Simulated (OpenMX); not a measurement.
# MnS: changing the starting magnetic order

```cif
data_structure
_symmetry_space_group_name_H-M 'Fm-3m'
_symmetry_Int_Tables_number 225
_cell_length_a 5.2090
_cell_length_b 5.2090
_cell_length_c 5.2090
_cell_angle_alpha 90.000
_cell_angle_beta 90.000
_cell_angle_gamma 90.000
_cell_volume 141.34
loop_
_atom_site_label
_atom_site_type_symbol
_atom_site_symmetry_multiplicity
_atom_site_Wyckoff_symbol
_atom_site_fract_x
_atom_site_fract_y
_atom_site_fract_z
_atom_site_occupancy
Mn1 Mn 4 a 0.00000 0.00000 0.00000 1
S1 S 4 b 0.50000 0.00000 0.00000 1
```

Kept alike: task single point; functional PBE; k mesh 7 × 7 × 7; occupations fermi-dirac, width 0.05 eV. Program: OpenMX, OpenMX 2013 PBE set, Mn6.0-s3p2d2, S7.0-s2p2d1f1, grid cutoff 400 Ry. The mesh is that of the run's cell of 2 atoms. No spin-orbit coupling.

| starting magnetic order | largest site moment (μB) | moment of the cell (μB) | free energy over the lowest row (meV/atom) |
| --- | --- | --- | --- |
| ferromagnetic start, larger moments | 4.53 | 4.71 | 0.00 |
| fm | 4.53 | 4.71 | 0.00 |
| nm | 0.00 | 0.00 | 1135.98 |

For a metal such a mesh leaves the last digits unconverged. Moments of the cell are magnitudes, and a label names the start alone. The runs hold the magnetic state that their start led to, which needn't be the lowest. Site moments are Mulliken populations, which hang on the basis.

What does the starting magnetic order change here?

The largest site moment runs from 0.00 (nm) to 4.53 μB (ferromagnetic start, larger moments; fm). The moment of the cell runs from 0.00 (nm) to 4.71 μB (ferromagnetic start, larger moments; fm). The free energy is lowest at ferromagnetic start, larger moments; fm, and 1135.98 meV an atom higher at nm. Starts that end at one energy have found one state: ferromagnetic start, larger moments; fm.
